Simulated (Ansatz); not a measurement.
Here is an Ansatz 0.2.0 calculation.

The input run.py:

```python
import json

import ase.io
import numpy as np
import spglib
from ase.calculators.calculator import CalculationFailed, Calculator
from ase.stress import full_3x3_to_voigt_6_stress
from ase.units import GPa
from ase.eos import EquationOfState

import ansatz as az

class AnsatzCalculator(Calculator):
    implemented_properties = ["energy", "free_energy", "forces", "stress", "magmom"]

    def calculate(self, atoms, properties, system_changes):
        super().calculate(atoms, properties, system_changes)
        structure = atoms.copy()
        structure.set_constraint()
        structure.set_momenta(None)
        structure.set_masses(None)
        outcome = (
            az.Crystal.from_ase(structure)
            .calculation()
            .basis(xc_grid=2)
            .kpoints(7, 7, 7)
            .functional("lda")
            .pseudopotentials(kind="nc", accuracy="standard")
            .scf(tolerance=2e-10)
            .occupations(method="cold", width=0.1)
            .forces()
            .stress()
            .run(threads=2)
        )
        if not outcome.report["converged"]:
            raise CalculationFailed("SCF not converged")
        report = outcome.report
        self.results = {
            "free_energy": report["lagrangian_ev"],
            "energy": report["lagrangian_ev"],
            "forces": np.array(report["forces_ev_ang"]),
            "stress": -GPa * full_3x3_to_voigt_6_stress(report["stress_gpa"]),
            "magmom": report["magnetization_mub"],
        }

np.set_printoptions(precision=5, suppress=True, linewidth=110)
atoms = ase.io.read("CdTe.cif")
cell, frac, numbers = spglib.find_primitive((atoms.cell[:], atoms.get_scaled_positions(), atoms.numbers), symprec=1e-5)
atoms = ase.Atoms(numbers, cell=cell, scaled_positions=frac, pbc=True)
atoms.calc = AnsatzCalculator()
cell = atoms.cell.copy()
volumes, energies = [], []
for x in (0.94, 0.96, 0.98, 1.0, 1.02, 1.04, 1.06):
    atoms.set_cell(cell * x ** (1 / 3), scale_atoms=True)
    volumes.append(atoms.get_volume() / len(atoms))
    energies.append(atoms.get_potential_energy() / len(atoms))
    print(f"x {x:.2f}  V = {volumes[-1]:.4f} A^3/atom  E = {energies[-1]:.6f} eV/atom  P = {-atoms.get_stress()[:3].mean() / GPa:.3f} GPa")
v0, e0, b0 = EquationOfState(volumes, energies, eos="sjeos").fit()
print(f"V0 = {v0:.4f} A^3/atom, E0 = {e0:.6f} eV/atom, B0 = {b0 / GPa:.2f} GPa")
```

Contents of CdTe.cif:

```cif
data_CdTe
_cell_length_a 6.41000000
_cell_length_b 6.41000000
_cell_length_c 6.41000000
_cell_angle_alpha 90.00000000
_cell_angle_beta 90.00000000
_cell_angle_gamma 90.00000000
_space_group_name_H-M_alt 'F-43m'
_space_group_name_Hall 'F -4 2 3'
_space_group_IT_number 216
loop_
_space_group_symop_operation_xyz
'x,y,z'
'y,-x,-z'
'-x,-y,z'
'-y,x,-z'
'x,-y,-z'
'y,x,z'
'-x,y,-z'
'-y,-x,z'
'z,x,y'
'-z,y,-x'
'z,-x,-y'
'-z,-y,x'
'-z,x,-y'
'z,y,x'
'-z,-x,y'
'z,-y,-x'
'y,z,x'
'-x,-z,y'
'-y,z,-x'
'x,-z,-y'
'-y,-z,x'
'x,z,y'
'y,-z,-x'
'-x,z,-y'
'x,y+1/2,z+1/2'
'y,-x+1/2,-z+1/2'
'-x,-y+1/2,z+1/2'
'-y,x+1/2,-z+1/2'
'x,-y+1/2,-z+1/2'
'y,x+1/2,z+1/2'
'-x,y+1/2,-z+1/2'
'-y,-x+1/2,z+1/2'
'z,x+1/2,y+1/2'
'-z,y+1/2,-x+1/2'
'z,-x+1/2,-y+1/2'
'-z,-y+1/2,x+1/2'
'-z,x+1/2,-y+1/2'
'z,y+1/2,x+1/2'
'-z,-x+1/2,y+1/2'
'z,-y+1/2,-x+1/2'
'y,z+1/2,x+1/2'
'-x,-z+1/2,y+1/2'
'-y,z+1/2,-x+1/2'
'x,-z+1/2,-y+1/2'
'-y,-z+1/2,x+1/2'
'x,z+1/2,y+1/2'
'y,-z+1/2,-x+1/2'
'-x,z+1/2,-y+1/2'
'x+1/2,y,z+1/2'
'y+1/2,-x,-z+1/2'
'-x+1/2,-y,z+1/2'
'-y+1/2,x,-z+1/2'
'x+1/2,-y,-z+1/2'
'y+1/2,x,z+1/2'
'-x+1/2,y,-z+1/2'
'-y+1/2,-x,z+1/2'
'z+1/2,x,y+1/2'
'-z+1/2,y,-x+1/2'
'z+1/2,-x,-y+1/2'
'-z+1/2,-y,x+1/2'
'-z+1/2,x,-y+1/2'
'z+1/2,y,x+1/2'
'-z+1/2,-x,y+1/2'
'z+1/2,-y,-x+1/2'
'y+1/2,z,x+1/2'
'-x+1/2,-z,y+1/2'
'-y+1/2,z,-x+1/2'
'x+1/2,-z,-y+1/2'
'-y+1/2,-z,x+1/2'
'x+1/2,z,y+1/2'
'y+1/2,-z,-x+1/2'
'-x+1/2,z,-y+1/2'
'x+1/2,y+1/2,z'
'y+1/2,-x+1/2,-z'
'-x+1/2,-y+1/2,z'
'-y+1/2,x+1/2,-z'
'x+1/2,-y+1/2,-z'
'y+1/2,x+1/2,z'
'-x+1/2,y+1/2,-z'
'-y+1/2,-x+1/2,z'
'z+1/2,x+1/2,y'
'-z+1/2,y+1/2,-x'
'z+1/2,-x+1/2,-y'
'-z+1/2,-y+1/2,x'
'-z+1/2,x+1/2,-y'
'z+1/2,y+1/2,x'
'-z+1/2,-x+1/2,y'
'z+1/2,-y+1/2,-x'
'y+1/2,z+1/2,x'
'-x+1/2,-z+1/2,y'
'-y+1/2,z+1/2,-x'
'x+1/2,-z+1/2,-y'
'-y+1/2,-z+1/2,x'
'x+1/2,z+1/2,y'
'y+1/2,-z+1/2,-x'
'-x+1/2,z+1/2,-y'
loop_
_atom_site_label
_atom_site_type_symbol
_atom_site_symmetry_multiplicity
_atom_site_Wyckoff_symbol
_atom_site_fract_x
_atom_site_fract_y
_atom_site_fract_z
_atom_site_occupancy
Te1 Te 4 c 0.2500000000 0.2500000000 0.2500000000 1
Cd1 Cd 4 a 0.0000000000 0.0000000000 0.0000000000 1
```

Potentials or basis: PseudoDojo standard.

The run is started by

```bash
$ python run.py
```

(1) What does it give for the equilibrium volume?

(2) What does it give for the bulk modulus?

Results:

(1) 32.91 Å³/atom.

(2) 46 GPa.

**The experiment to reproduce.**

From “Multiscale insight into the Cd1-xZnxTe vibrational-mechanical properties -- High-pressure experiments and ab initio calculations”, 2023, arxiv:2306.14539, for a powder of CdTe: bulk modulus 42 ± 2 GPa.

Against the measured bulk modulus of CdTe, 42 GPa (powder; quoted in “Multiscale insight into the Cd1-xZnxTe vibrational-mechanical properties -- High-pressure experiments and ab initio calculations”, 2023, arxiv:2306.14539), the calculated 46 GPa is off by +9.9 %. The fit is for a static lattice scaled at fixed shape and fixed fractional positions.
